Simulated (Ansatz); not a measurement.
LiCl and its competing phases

Level of theory: DFT PBE, scalar-relativistic, plane waves, PAW in Ansatz 0.2.0. Settings: cutoff 420 eV, Γ-centred meshes spaced at most about 0.3 Å⁻¹ (2π included), Gaussian smearing. No spin polarisation.

The zero of energy is the elements' standard structures at the same level (Cl₂ as a molecule); no fitted shifts are applied.

These are static total energies at zero pressure.

The competitors are the elements and 1 reference phase of this chemical system (from databases or known types: LiCl), relaxed at the same level; other known phases may be missing.

The candidate was reached from: 4-connected net, two elements alternating.

```
Li Cl
1.0
     6.78227    0.00000    0.00000
     0.00000    6.78227    0.00000
     0.00000    0.00000    6.78227
Li Cl
6 6
Cartesian
  5.0867 3.3911 0.0000
  3.3911 0.0000 5.0867
  0.0000 5.0867 3.3911
  0.0000 1.6956 3.3911
  1.6956 3.3911 0.0000
  3.3911 0.0000 1.6956
  3.3911 5.0867 0.0000
  5.0867 0.0000 3.3911
  0.0000 3.3911 5.0867
  1.6956 0.0000 3.3911
  0.0000 3.3911 1.6956
  3.3911 1.6956 0.0000
```

Question: Is it stable, and against what?

Answer: Not the lowest form: another structure of the same formula lies lower. Its formation energy is -1.846 eV/atom. The lowest competing phase at this composition is this:

| phase | space group | source | share of atoms | ΔE_f (eV/atom) |
| --- | --- | --- | --- | --- |
| LiCl | P6_3mc (No. 186) | Materials Project | 1.0000 | -1.878 |

The candidate lies 32 meV/atom above this phase. The candidate matches no cell in the subsets of the Crystallography Open Database and the Materials Project at hand. That margin is within the range where metastable phases are often made. Checks: no imaginary mode at Γ (other wave vectors untested). The Crystallography Open Database lists this formula in another space group (No. 225).
